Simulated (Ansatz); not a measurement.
## Straining Si$_{2}$W

Computed with DFT PBEsol, scalar-relativistic, plane waves, PAW (Ansatz 0.2.0). Settings: 420 eV cutoff, 12×12×6 k-mesh, Gaussian smearing of 0.10 eV, no spin polarisation.

The relaxed crystal:

```
CELL_PARAMETERS angstrom
3.20250 0.00000 0.00000
0.00000 3.20250 0.00000
0.00000 0.00000 7.81573
ATOMIC_POSITIONS crystal
Si 0.00000 0.00000 0.33450
Si 0.50000 0.50000 0.16550
Si 0.50000 0.50000 0.83450
Si 0.00000 0.00000 0.66550
W 0.00000 0.00000 0.00000
W 0.50000 0.50000 0.50000
```

Deformation: biaxial strain in the a-b plane, with the length and tilt of c and the atoms relaxed, all within the symmetry that the strain leaves. Energies are extrapolated to zero smearing. Stress is positive in compression, on the Cartesian axes of the cell above.

Spin–orbit coupling is left out, which can shift energies with elements as heavy as these.

Strains computed: -4.5, -3.0, -1.5, +1.5, +3.0, +4.5 %.

Question: At which strain does the energy stand 37.2 meV/atom over the relaxed crystal with σxx = -14.06, σyy = -14.06, σzz = 0.01 GPa?

Answer: +3.0 %.